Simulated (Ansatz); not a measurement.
# KCl: the cost of one run

Computed with Ansatz 0.2.0 (DFT PBEsol, scalar-relativistic, unless a step's input says otherwise).

### 1 The structure to begin with

Symmetry: Pm-3m, No. 221, cubic system. Conventional cell: a = 3.634 Å, b = 3.634 Å, c = 3.634 Å, α = 90.00°, β = 90.00°, γ = 90.00°. K (site symmetry m-3m) has 8 Cl at 3.15 Å as nearest neighbours. Cl (site symmetry m-3m) is surrounded by 8 K at 3.15 Å.

Coordinates:

```
K Cl
1.0
     3.63400    0.00000    0.00000
     0.00000    3.63400    0.00000
     0.00000    0.00000    3.63400
K Cl
1 1
Direct
  0.00000 0.00000 0.00000
  0.50000 0.50000 0.50000
```

Structure: COD 1000050, as refined from experiment and not relaxed.

Atoms are numbered in the order of the input: K1, Cl2.

### 2 Volume × 0.94, LAPW

The input, input.yaml:

```yaml
crystal:
  lattice:
    - [3.5598159191, 0.0, 0.0]
    - [0.0, 3.5598159191, 0.0]
    - [0.0, 0.0, 3.5598159191]
  atoms:
    - { symbol: K, position: [0.0, 0.0, 0.0] }
    - { symbol: Cl, position: [0.5, 0.5, 0.5] }
kpoints:
  mp_grid: { grid: [7, 7, 7] }
  band_path:
    path:
      - [0.0, 0.0, 0.0]
      - [0.0, 0.5, 0.0]
      - [0.5, 0.5, 0.0]
      - [0.0, 0.0, 0.0]
      - [0.5, 0.5, 0.5]
      - [0.0, 0.5, 0.0]
      - [0.5, 0.5, 0.5]
      - [0.5, 0.5, 0.0]
    npoints: 5
scf:
  occupations: { method: fermi_dirac, width: 0.02 }
hamiltonian:
  xc: pbesol
  pseudopotentials: { kind: all_electron, lapw: { basis_error: 0.0005 } }
output:
  forces: true
  stress: true
  eigenvalues: true
```

Launch:

```console
$ ansatz run input.yaml --threads 1 --pin off --max-ram 3072MiB --backend cpu --events-out ev --progress --plain --runs-dir out
```

**Question.** How long does this run take on 1 thread of Arm Neoverse V2, shared host, and how much memory does it need?

About 3.5 s, with a peak of 0.23 GiB.
